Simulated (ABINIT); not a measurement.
CuAu:

```
CELL_PARAMETERS angstrom
2.81075 0.00000 0.00000
0.00000 2.81075 0.00000
0.00000 0.00000 3.68500
ATOMIC_POSITIONS crystal
Au 0.00000 0.00000 0.00000
Cu 0.50000 0.50000 0.50000
```

```yaml
Program: ABINIT 10.8.3 (patched build)
Task: relaxation of cell and atoms
Functional: PBE
Potentials_or_basis: JTH PAW PBE v2.0
Cutoff: 707 eV
k_mesh: 9 × 9 × 7
Occupations: fermi-dirac, width 0.05 eV
Spin: no spin polarisation
```

At the start: pressure 4.7 GPa; volume 14.56 Å³/atom.

How do energy, volume and symmetry change on relaxing?

Over 7 steps the energy falls by 6.4 meV/atom and the volume is 15.00 Å³/atom (+3.1 %); space group P4/mmm (No. 123, to 0.05 Å).

Step by step:
| step | energy change (eV) | largest force (eV/Å) | pressure (GPa) | volume (Å³) |
| --- | --- | --- | --- | --- |
| 1 | 0.0000 | 0.0000 | 4.74 | 29.11 |
| 2 | -0.0094 | 0.0000 | 2.37 | 29.54 |
| 3 | -0.0129 | 0.0000 | 0.14 | 29.98 |
| 4 | -0.0129 | 0.0000 | -0.01 | 30.01 |
| 5 | -0.0129 | 0.0000 | -0.04 | 30.01 |
| 6 | -0.0129 | 0.0000 | -0.04 | 30.01 |
| 7 | -0.0129 | 0.0000 | 0.00 | 30.00 |

Final structure:
```xyz
2
Lattice="2.8438 0.0000 0.0000 0.0000 2.8438 0.0000 0.0000 0.0000 3.7097" Properties=species:S:1:pos:R:3 pbc="T T T"
Au    0.0000    0.0000    0.0000
Cu    1.4219    1.4219    1.8548
```
